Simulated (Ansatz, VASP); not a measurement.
**ZnS in VASP and in Ansatz**

File INCAR:

```
PREC     = Accurate       # precision mode
ENCUT    = 520            # plane-wave cutoff, eV
EDIFF    = 1E-6           # SCF threshold, eV
ISMEAR   = 0              # smearing method
SIGMA    = 0.01           # smearing width, eV
LREAL    = False          # projectors in reciprocal space
LASPH    = True           # aspherical terms in the spheres
NELM     = 100            # most SCF steps
ALGO     = Normal         # electronic algorithm
ISIF     = 2              # what is computed and relaxed
LWAVE    = False          # write WAVECAR
LCHARG   = False          # write CHGCAR
GGA      = PS             # functional
NBANDS   = 26             # bands
```

The input KPOINTS:

```
regular mesh
0
Gamma
  9 9 6
```

The input POSCAR:

```
ZnS
1.0
    3.8230000000      0.0000000000      0.0000000000
   -1.9115000000      3.3108151187      0.0000000000
    0.0000000000      0.0000000000      6.2610000000
Zn S
2 2
Direct
    0.3333333333      0.6666666667     -0.0186592204
    0.6666666667      0.3333333333      0.4813407796
    0.3333333333      0.6666666667      0.3936592204
    0.6666666667      0.3333333333      0.8936592204
```

Input for Ansatz:

```yaml
crystal:
  lattice:
    - [3.823, 0.0, 0.0]
    - [-1.9115, 3.3108151187, 0.0]
    - [0.0, 0.0, 6.261]
  atoms:
    - { symbol: Zn, position: [0.3333333333, 0.6666666667, -0.0186592204] }
    - { symbol: Zn, position: [0.6666666667, 0.3333333333, 0.4813407796] }
    - { symbol: S, position: [0.3333333333, 0.6666666667, 0.3936592204] }
    - { symbol: S, position: [0.6666666667, 0.3333333333, 0.8936592204] }
basis:
  ecutwfc: 420
  xc_grid: 2
kpoints:
  mp_grid: { grid: [9, 9, 6] }
hamiltonian:
  xc: pbesol
  pseudopotentials: { kind: paw, azcp: { folder: soft_1 } }
scf:
  occupations: { method: fixed }
output:
  forces: true
  stress: true
  eigenvalues: true
  polarization: {}
```

Change from the starting cell: polar distortion scaled by 0.70.

Alike in both runs: task single point; functional PBEsol; k mesh 9 × 9 × 6; no spin polarisation.

|  | VASP | Ansatz |
| --- | --- | --- |
| version | VASP 6.6.1 | Ansatz 0.2.0 |
| potentials or method | VASP PAW PBE potentials, release 64 (Zn, S) | scalar-relativistic, plane waves, PAW |
| plane-wave cutoff (eV) | 520 | 420 |
| occupations | gaussian, width 0.01 eV | fixed |
| valence electrons in the cell | 36 | 36 |

Ansatz gave:

- gap on the k mesh at the Fermi level (eV): 2.09
- least direct gap on the mesh (eV): 2.09
- pressure (GPa): -0.7
- largest component of the traceless stress (GPa): 3.20
- rms of the force components (eV/Å): 0.410

Task: What did VASP give for the same quantities?

Result: gap on the k mesh at the Fermi level (eV): 2.10; least direct gap on the mesh (eV): 2.10; pressure (GPa): -0.5; largest component of the traceless stress (GPa): 3.25; rms of the force components (eV/Å): 0.414.

Atom by atom the forces differ by 0.004 eV/Å (rms over components). Ansatz warned: «pseudo_functional_mismatch».

Caveats: the PAW data sets were made with another functional, which shifts forces and pressure a little (VASP); an odd mesh through Γ misses points on the zone boundary, where band edges often lie.
